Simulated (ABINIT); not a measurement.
# Fe2Ge (P6/mmm) in ABINIT: further runs

One crystal, Fe2Ge, is run at these levels: PBEsol; tasks: relaxation of cell and atoms, single point.

Program: ABINIT 10.8.3 (patched build). These are calculated values, not measurements. Logs are shortened: lines on timing, memory, paths and dates and some standing lists are left out, and cuts for length are marked. The log counts tension as positive stress, the text compression.

## Step 1: Starting point

It takes space group P6/mmm (No. 191, hexagonal). Conventional cell: a = 4.164 Å, b = 4.164 Å, c = 2.626 Å, α = 90.00°, β = 90.00°, γ = 120.00°. Around Ge (site symmetry 6/mmm) lie 2 Ge at 2.63 Å and 12 Fe at 2.74 Å. Fe (site symmetry -6m2) has 5 Fe at 2.40 to 2.63 Å and 6 Ge at 2.74 Å as nearest neighbours.

The cell comes from a database or a generator and needn't be the stable form of this composition.

## Step 2: Relaxation of cell and atoms, PBEsol, collinear spin, ferromagnetic start

run.abi

```
pp_dirpath "./"
pseudos "Ge.upf, Fe.upf"

acell 3*1.0 Angstrom
rprim
     4.1636340796     0.0000000000     0.0000000000
    -2.0818170398     3.6058128850     0.0000000000
     0.0000000000     0.0000000000     2.6264660000
ntypat 2
znucl 32 26
natom 3
typat 1 2 2
chkprim 0
chksymtnons 0
tolsym 1.0e-6
xred
            0.0            0.0            0.0
            1/3            2/3            1/2
            2/3            1/3            1/2

ecut 1224.512381 eV
ecutsm 0.5

kptopt 1
ngkpt 5 5 8
nshiftk 1
shiftk 0.0 0.0 0.0

ixc -116133

nband 30
occopt 3
tsmear 0.05 eV

nsppol 2
spinat
     0.0000000000     0.0000000000     0.0000000000
     0.0000000000     0.0000000000     3.0000000000
     0.0000000000     0.0000000000     3.0000000000

nstep 80
tolvrs 1.0e-12

iomode 3
prteig 0
prtebands 0
prtwf 0
prtden 0

ionmov 2
optcell 2
ntime 50
tolmxf 2.0e-5
dilatmx 1.08
```

Potentials or basis: PseudoDojo NC SR PBEsol v0.4.1 standard.

Run with:

```bash
$ mpirun --bind-to none -np 4 abinit run.abi > log 2>&1
```

run.abo:

```text
.Version 10.8.3 of ABINIT
 Symmetries : space group P6/m m m (#191); Bravais hP (primitive hexag.)
================================================================================
 Values of the parameters that define the memory need of the present run
     intxc =       0    ionmov =       2      iscf =       7    lmnmax =       6
     lnmax =       6     mgfft =      54  mpssoang =       3    mqgrid =    3001
     natom =       3  nloc_mem =       1    nspden =       2   nspinor =       1
    nsppol =       2      nsym =      24    n1xccc =    2501    ntypat =       2
    occopt =       3   xclevel =       2
       mpw =        4849          nfft =      104976          nkpt =          25
================================================================================
================================================================================

--------------------------------------------------------------------------------
------------- Echo of variables that govern the present computation ------------
--------------------------------------------------------------------------------
 -outvars: echo values of preprocessed input variables --------
            acell      1.8897261259E+00  1.8897261259E+00  1.8897261259E+00 Bohr
              amu      7.26100000E+01  5.58470000E+01
          chkprim           0
      chksymtnons           0
          dilatmx      1.08000000E+00
             ecut      4.50000000E+01 Hartree
           ecutsm      5.00000000E-01 Hartree
           ionmov           2
              ixc     -116133
         kptrlatt        5    0    0      0    5    0      0    0    8
          kptrlen      3.93406405E+01
            natom           3
            nband          30
            ngfft          54      54      36
             nkpt          25
           nspden           2
           nsppol           2
            nstep          80
             nsym          24
            ntime          50
           ntypat           2
           occopt           3
          optcell           2
           prtden           0
        prtebands           0
           prteig           0
            prtwf           0
            rprim      4.1636340796E+00  0.0000000000E+00  0.0000000000E+00
                      -2.0818170398E+00  3.6058128850E+00  0.0000000000E+00
                       0.0000000000E+00  0.0000000000E+00  2.6264660000E+00
          spgroup         191
           spinat      0.0000000000E+00  0.0000000000E+00  0.0000000000E+00
                       0.0000000000E+00  0.0000000000E+00  3.0000000000E+00
                       0.0000000000E+00  0.0000000000E+00  3.0000000000E+00
           tolmxf      2.00000000E-05
           tolsym      1.00000000E-06
           tolvrs      1.00000000E-12
           tsmear      1.83746611E-03 Hartree
            typat      1  2  2
           xangst      0.0000000000E+00  0.0000000000E+00  0.0000000000E+00
                       1.2912560790E-18  2.4038752567E+00  1.3132330000E+00
                       2.0818170398E+00  1.2019376283E+00  1.3132330000E+00
            xcart      0.0000000000E+00  0.0000000000E+00  0.0000000000E+00
                       2.4401203476E-18  4.5426658759E+00  2.4816507095E+00
                       3.9340640495E+00  2.2713329380E+00  2.4816507095E+00
             xred      0.0000000000E+00  0.0000000000E+00  0.0000000000E+00
                       3.3333333333E-01  6.6666666667E-01  5.0000000000E-01
                       6.6666666667E-01  3.3333333333E-01  5.0000000000E-01
            znucl       32.00000   26.00000

================================================================================

 chkinp: Checking input parameters for consistency.

================================================================================
== DATASET  1 ==================================================================

--- !DatasetInfo
iteration_state: {dtset: 1, }
dimensions: {natom: 3, nkpt: 25, mband: 30, nsppol: 2, nspinor: 1, nspden: 2, mpw: 4849, }
cutoff_energies: {ecut:  45.0, pawecutdg:  -1.0, }
electrons: {nelect:   4.60000000E+01, charge:   0.00000000E+00, occopt:   3.00000000E+00, tsmear:   1.83746611E-03, }
meta: {optdriver: 0, ionmov: 2, optcell: 2, iscf: 7, paral_kgb: 0, }
...

[... 17 lines left out ...]
  26.00000  16.00000  180301                  znucl, zion, pspdat
12 -116133 2 -1 1426                          pspcod,pspxc,lmax,lloc,mmax
     nproj     2     2     2

   2.80431482E+03                                ecore*ucvol(ha*bohr**3)
--------------------------------------------------------------------------------

================================================================================

=== [ionmov= 2] Broyden-Fletcher-Goldfarb-Shanno method (forces)
================================================================================

--- Iteration: ( 1/50) Internal Cycle: (1/1)
--------------------------------------------------------------------------------

---SELF-CONSISTENT-FIELD CONVERGENCE--------------------------------------------
[... 1038 lines left out ...]
 Difference of energy with previous step (new-old):
           Absolute (Ha)=-1.88593E-07
           Relative     =-5.55315E-10

 At Broyd/MD step   9, gradients are converged :
  max grad (force/stress) = 1.5755E-06 < tolmxf= 2.0000E-05 ha/bohr (free atoms)

================================================================================

 ----iterations are completed or convergence reached----

 Mean square residual over all n,k,spin=   33.141E-13; max=  28.595E-10
 reduced coordinates (array xred) for    3 atoms
       0.000000000000      0.000000000000      0.000000000000
       0.333333333333      0.666666666667      0.500000000000
       0.666666666667      0.333333333333      0.500000000000
 rms dE/dt=  2.9684E-29; max dE/dt=  6.7316E-29; dE/dt below (all hartree)
    1       0.000000000000      0.000000000000      0.000000000000
    2      -0.000000000000     -0.000000000000      0.000000000000
    3       0.000000000000      0.000000000000      0.000000000000

 cartesian coordinates (angstrom) at end:
    1      0.00000000000000     0.00000000000000     0.00000000000000
    2      0.00000000000000     2.34210659340704     1.29605170203989
    3      2.02832380825941     1.17105329670352     1.29605170203989

 cartesian forces (hartree/bohr) at end:
    1      0.00000000000000     0.00000000000000    -0.00000000000000
    2      0.00000000000000     0.00000000000000    -0.00000000000000
    3     -0.00000000000000    -0.00000000000000    -0.00000000000000
 frms,max,avg= 5.2542349E-30 9.2946663E-30   0.000E+00  0.000E+00  0.000E+00 h/b

 cartesian forces (eV/Angstrom) at end:
    1      0.00000000000000     0.00000000000000    -0.00000000000000
    2      0.00000000000000     0.00000000000000    -0.00000000000000
    3     -0.00000000000000    -0.00000000000000    -0.00000000000000
 frms,max,avg= 2.7018362E-28 4.7795096E-28   0.000E+00  0.000E+00  0.000E+00 e/A
 length scales=  7.665952984537  7.665952984543  4.898365523744 bohr
              =  4.056647616519  4.056647616522  2.592103404080 angstroms
 Fermi (or HOMO) energy (hartree) =   0.43537   Average Vxc (hartree)=  -0.50154
 Magnetization (Bohr magneton)=  4.43793350E+00
 Total spin up =  2.52189668E+01   Total spin down =  2.07810332E+01
 Eigenvalues (hartree) for nkpt=  25  k points, SPIN UP:
 kpt#   1, nband= 30, wtk=  0.00500, kpt=  0.0000  0.0000  0.0000 (reduced coord)
  -2.79525   -2.79179   -1.55765   -1.55765   -1.55712   -1.55468   -1.54632   -1.54632
  -0.49544   -0.48622   -0.48622   -0.48618   -0.48618   -0.04751    0.25243    0.25243
   0.28163    0.32481    0.32938    0.32938    0.35069    0.35069    0.38579    0.38579
   0.46065    0.52338    0.52338    0.54811    0.54811    0.72395
      occupation numbers for kpt#   1
   1.00000    1.00000    1.00000    1.00000    1.00000    1.00000    1.00000    1.00000
   1.00000    1.00000    1.00000    1.00000    1.00000    1.00000    1.00000    1.00000
   1.00000    1.00000    1.00000    1.00000    1.00000    1.00000    1.00000    1.00000
   0.00000    0.00000    0.00000    0.00000    0.00000    0.00000
 prteigrs : prtvol=0 or 1, do not print more k-points.

 Eigenvalues (hartree) for nkpt=  25  k points, SPIN DOWN:
 kpt#   1, nband= 30, wtk=  0.00500, kpt=  0.0000  0.0000  0.0000 (reduced coord)
  -2.70928   -2.70559   -1.47155   -1.47155   -1.46185   -1.45928   -1.45928   -1.45921
  -0.49542   -0.48602   -0.48602   -0.48598   -0.48598   -0.04451    0.28083    0.28083
   0.33329    0.38396    0.38709    0.38709    0.44786    0.44786    0.47815    0.48893
   0.48893    0.57456    0.57456    0.57701    0.57701    0.72857
      occupation numbers for kpt#   1
   1.00000    1.00000    1.00000    1.00000    1.00000    1.00000    1.00000    1.00000
   1.00000    1.00000    1.00000    1.00000    1.00000    1.00000    1.00000    1.00000
   1.00000    1.00000    1.00000    1.00000    0.00111    0.00111    0.00000    0.00000
   0.00000    0.00000    0.00000    0.00000    0.00000    0.00000
 prteigrs : prtvol=0 or 1, do not print more k-points.

--- !EnergyTerms
iteration_state     : {dtset: 1, itime: 9, icycle: 1, }
comment             : Components of total free energy in Hartree
kinetic             :  1.82546834528591E+02
hartree             :  8.31178355943524E+01
xc                  : -5.69708157260451E+01
Ewald energy        : -2.33101549207650E+02
psp_core            :  1.12489670241459E+01
local_psp           : -2.64917817286557E+02
non_local_psp       : -6.15362807056283E+01
internal            : -3.39612825778791E+02
'-kT*entropy'       : -1.02563623404266E-03
total_energy        : -3.39613851415025E+02
total_energy_eV     : -9.24136368533945E+03
band_energy         : -2.78627216245470E+01
...

 Cartesian components of stress tensor (hartree/bohr^3)
  sigma(1 1)=  1.57548762E-08  sigma(3 2)=  0.00000000E+00
  sigma(2 2)=  1.57547821E-08  sigma(3 1)=  0.00000000E+00
  sigma(3 3)=  4.28975259E-09  sigma(2 1)=  0.00000000E+00

-Cartesian components of stress tensor (GPa)         [Pressure= -3.5109E-04 GPa]
- sigma(1 1)=  4.63524460E-04  sigma(3 2)=  0.00000000E+00
- sigma(2 2)=  4.63521692E-04  sigma(3 1)=  0.00000000E+00
- sigma(3 3)=  1.26208879E-04  sigma(2 1)=  0.00000000E+00

== END DATASET(S) ==============================================================
================================================================================

 -outvars: echo values of variables after computation  --------
            acell      7.6659529845E+00  7.6659529845E+00  4.8983655237E+00 Bohr
           etotal     -3.3961385142E+02
            fcart      1.4635303816E-30  8.4496965976E-31 -0.0000000000E+00
                       5.8541215262E-30  8.4496965976E-30 -0.0000000000E+00
                      -7.3176519078E-30 -9.2946662574E-30 -0.0000000000E+00
            rprim      1.0000000000E+00  0.0000000000E+00  0.0000000000E+00
                      -5.0000000000E-01  8.6602540378E-01  0.0000000000E+00
                       0.0000000000E+00  0.0000000000E+00  1.0000000000E+00
           strten      1.5754876168E-08  1.5754782076E-08  4.2897525948E-09
                       0.0000000000E+00  0.0000000000E+00  0.0000000000E+00
           xangst      7.3867387876E-30  1.6936274925E-30  0.0000000000E+00
                       8.1604866423E-17  2.3421065934E+00  1.2960517020E+00
                       2.0283238083E+00  1.1710532967E+00  1.2960517020E+00
             xred      2.0619378036E-30  4.8208096001E-31  0.0000000000E+00
                       3.3333333333E-01  6.6666666667E-01  5.0000000000E-01
                       6.6666666667E-01  3.3333333333E-01  5.0000000000E-01
 Calculation completed.
```

It took 13 min on 4 MPI ranks of Arm Neoverse V2, shared host; peak memory 0.56 GiB.

What came out:

* Free energy: -9241.3637 eV
* Relaxed volume: 12.31 Å³/atom
* Relaxed cell: a = 4.057 Å, b = 4.057 Å, c = 2.592 Å, α = 90.00°, β = 90.00°, γ = 120.00°
* Space group after relaxing (to 0.05 Å): P6/mmm (No. 191)
* Energy gained by relaxing: 12.7 meV/atom
* Ionic steps: 9
* Pressure after relaxing: 0.0 GPa
* Band gap on the k mesh: none (metal or under the smearing width)
* Net moment: 4.44 μB per cell
* Site moments: Ge -0.01; Fe +2.18 μB

Step by step:
```csv
step,energy change (eV),largest force (eV/Å),pressure (GPa),volume (Å³)
1,0.0000,0.0000,-4.88,39.43
2,-0.0153,0.0000,-3.39,38.85
3,-0.0344,0.0000,-1.43,37.58
4,-0.0372,0.0000,0.78,36.73
5,-0.0377,0.0000,-0.11,37.00
6,-0.0378,0.0000,-0.01,36.96
7,-0.0380,0.0000,0.15,36.90
8,-0.0380,0.0000,0.07,36.92
9,-0.0380,0.0000,0.00,36.94
```

Final structure:
```
Ge Fe
1.0
     4.05665    0.00000    0.00000
    -2.02832    3.51316    0.00000
     0.00000    0.00000    2.59210
Ge Fe
1 2
Direct
  0.00000 0.00000 0.00000
  0.33333 0.66667 0.50000
  0.66667 0.33333 0.50000
```

## Step 3: Single point, PBEsol, collinear spin, ferromagnetic start (cell relaxed)

run.abi

```
pp_dirpath "./"
pseudos "Ge.upf, Fe.upf"

acell 3*1.0 Angstrom
rprim
     4.0566476200     0.0000000000     0.0000000000
    -2.0283238100     3.5131598900     0.0000000000
     0.0000000000     0.0000000000     2.5921034100
ntypat 2
znucl 32 26
natom 3
typat 1 2 2
xred
     0.0000000000     0.0000000000     0.0000000000
     0.3333333300     0.6666666700     0.5000000000
     0.6666666700     0.3333333300     0.5000000000
chkprim 0
chksymtnons 0
tolsym 1.0e-6

ecut 45.0

kptopt 1
ngkpt 5 5 8
nshiftk 1
shiftk 0.0 0.0 0.0

ixc -116133

nband 30
occopt 3
tsmear 0.05 eV

nsppol 2
spinat
     0.0000000000     0.0000000000     0.0000000000
     0.0000000000     0.0000000000     3.0000000000
     0.0000000000     0.0000000000     3.0000000000

nstep 100
tolvrs 1.0e-10

iomode 3
prtwf 0
prtden 0
prteig 0
prtebands 0
enunit 1
prtvol 2
```

Potentials or basis: PseudoDojo NC SR PBEsol v0.4.1 standard.

Run with:

```bash
$ mpirun --bind-to none -np 4 abinit run.abi > log 2>&1
```

Wall time 63 s (4 MPI ranks of Arm Neoverse V2, shared host); peak memory 0.44 GiB.

Results (log left out):

- Free energy: -9241.3639 eV
- Pressure: -0.1 GPa
- Band gap on the k mesh: none (metal or under the smearing width)
- Net moment: 4.44 μB per cell
- Site moments: Ge -0.01; Fe +2.18 μB
- Valence electrons inside the program's atomic spheres: Ge 11.53; Fe 14.16

Levels at points of the mesh, in eV from the Fermi level:
Spin up:
| k point | band 21 | band 22 | band 23 | band 24 | band 25 | band 26 | band 27 | band 28 | band 29 | band 30 |
| --- | --- | --- | --- | --- | --- | --- | --- | --- | --- | --- |
| (0.00, 0.00, 0.00) | -2.30 | -2.30 | -1.35 | -1.35 | 0.69 | 2.40 | 2.40 | 3.07 | 3.07 | 7.85 |
| (0.00, 0.00, 0.50) | -2.72 | -2.38 | -2.38 | -0.43 | -0.10 | 3.90 | 3.90 | 5.16 | 6.63 | 8.12 |
Spin down:
```
           k point  band 16  band 17  band 18  band 19  band 20  band 21  band 22  band 23  band 24  band 25
(0.00, 0.00, 0.00)    -4.21    -2.78    -1.40    -1.31    -1.31     0.34     0.34     1.16     1.46     1.46
(0.00, 0.00, 0.50)    -2.25    -2.25    -1.31    -1.31    -1.07    -1.07    -0.49    -0.49     1.19     1.98
```
